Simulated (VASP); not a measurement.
ZnS:

```
Zn S
1.0
     0.00000    2.70200    2.70200
     2.70200    0.00000    2.70200
     2.70200    2.70200    0.00000
Zn S
1 1
Direct
  0.75000 0.75000 0.75000
  0.00000 0.00000 0.00000
```

Base run:

- Program: VASP 6.6.1
- Functional: HSE06
- Potentials or basis: VASP PAW PBE potentials, release 64 (Zn, S)
- Cutoff: 520 eV
- k mesh: 6 × 6 × 6
- Occupations: gaussian, width 0.02 eV
- Spin: no spin polarisation

Its results: band gap on the k mesh 3.34 eV, direct; pressure 0.9 GPa.

Problem. The run is repeated on the same cell with these changes: functional from HSE06 to PBE0. What comes out?

Solution. Band gap on the k mesh 4.00 eV, direct; pressure 0.7 GPa.

Caveats: the PAW data sets were made with another functional, which shifts forces and pressure a little.

Not every run made on this cell is shown here.
